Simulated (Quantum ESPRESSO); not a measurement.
Wanted: the native input for a Quantum ESPRESSO 7.5 run.

- Task: single point
- Functional: PBE
- Potentials or basis: SSSP 1.3 efficiency PBE
- Cutoff: 884 eV
- Density cutoff: 10612 eV
- k mesh: 9 × 9 × 9
- Occupations: fermi-dirac, width 0.05 eV
- Spin: collinear spin, ferromagnetic start
- Starting moments: [4.0, 0.0] μB
- Mixing beta: 0.3
- Most SCF iterations: 120
- SCF threshold: 4e-10 Ry

Crystal: MnSi.

```xyz
2
Lattice="3.0722 0.0000 0.0000 0.0000 3.0722 0.0000 0.0000 0.0000 3.0722" Properties=species:S:1:pos:R:3 pbc="T T T"
Mn    0.0000    0.0000    0.0000
Si    1.5361    1.5361    1.5361
```

The cell was built by a generator and needn't be a form met in nature.

The input as run:

pw.in

```
&CONTROL
  calculation = 'scf'
  prefix = 'pwscf'
  outdir = './tmp'
  pseudo_dir = './pseudo'
  tprnfor = .true.
  tstress = .true.
  disk_io = 'nowf'
/
&SYSTEM
  ibrav = 0
  nat = 2
  ntyp = 2
  ecutwfc = 65
  ecutrho = 780
  nbnd = 19
  occupations = 'smearing'
  smearing = 'fd'
  degauss = 0.00367493
  nspin = 2
  starting_magnetization(1) = 0.2667
  starting_magnetization(2) = 0
/
&ELECTRONS
  conv_thr = 4d-10
  electron_maxstep = 120
  mixing_beta = 0.3
/
ATOMIC_SPECIES
Mn    54.9380 mn_pbe_v1.5.uspp.F.UPF
Si    28.0850 Si.pbe-n-rrkjus_psl.1.0.0.UPF
CELL_PARAMETERS angstrom
   3.0721807200    0.0000000000    0.0000000000
   0.0000000000    3.0721807200    0.0000000000
   0.0000000000    0.0000000000    3.0721807200
ATOMIC_POSITIONS crystal
Mn     0.0000000000    0.0000000000    0.0000000000
Si     0.5000000000    0.5000000000    0.5000000000
K_POINTS automatic
9 9 9 0 0 0
```

Potentials or basis: SSSP 1.3 efficiency PBE.

Launch:

```console
$ OMP_NUM_THREADS=1 pw.x -in pw.in > pw.out
```

It gave:

```
Pressure                                              : -17.5 GPa
Band gap on the k mesh                                : none (metal or under the smearing width)
Net moment                                            : 2.54 μB per cell
Absolute moment                                       : 2.92 μB per cell
Site moments                                          : Mn +2.64; Si -0.13 μB
Valence electrons inside the program's atomic spheres : Mn 13.57; Si 2.34
```

Caveat: so large a pressure means that the cell lies far from this level's equilibrium, or that cutoff or potentials fall short.

Wall time 27 s on 1 thread of AMD EPYC 9R45 96-Core Processor (Zen 5), on a shared host, peak memory 0.33 GiB.
